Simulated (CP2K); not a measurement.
Runs of CP2K 2026.2 on BeS. It takes space group F-43m (No. 216, cubic). The conventional cell has a = 4.850 Å, b = 4.850 Å, c = 4.850 Å, α = 90.00°, β = 90.00°, γ = 90.00°. Around S (site symmetry -43m) lie 4 Be at 2.10 Å. Be (site symmetry -43m) has 4 S at 2.10 Å as nearest neighbours. 

| potentials or basis | gap on the mesh (eV) | pressure (GPa) |
| --- | --- | --- |
| GTH_POTENTIALS S GTH-BLYP-q6, Be GTH-BLYP-q4; DZVP-MOLOPT-SR-GTH basis | 4.30 | 1.8 |
| POTENTIAL_UZH S GTH-PBE0-q6, Be GTH-PBE0-q4; DZVP-MOLOPT-SR-GTH basis | 4.32 | 1.6 |
| POTENTIAL_UZH S GTH-SCAN-q6, Be GTH-SCAN-q4; DZVP-MOLOPT-SR-GTH basis | 4.40 | 1.4 |
| GTH_POTENTIALS S GTH-PBE-q6, Be GTH-PBE-q4; DZVP-MOLOPT-SR-GTH basis | 4.32 | 1.5 |
| GTH_POTENTIALS S GTH-PADE-q6, Be GTH-PADE-q4; DZVP-MOLOPT-SR-GTH basis | (a) | (b) |

Alike in all rows: task band structure; level PBE; no spin polarisation; cell as given; k mesh 9 × 9 × 9; smearing fermi-dirac 0.05 eV.

Question: Estimate the missing entries.

Answer: (a) 4.38; (b) 0.6.

Caveats: the basis of atomic orbitals isn't converged, which shifts pressures, moduli and gaps; the potentials were made for another functional, which shifts forces and pressure (some runs).

A k mesh can miss the band edges.
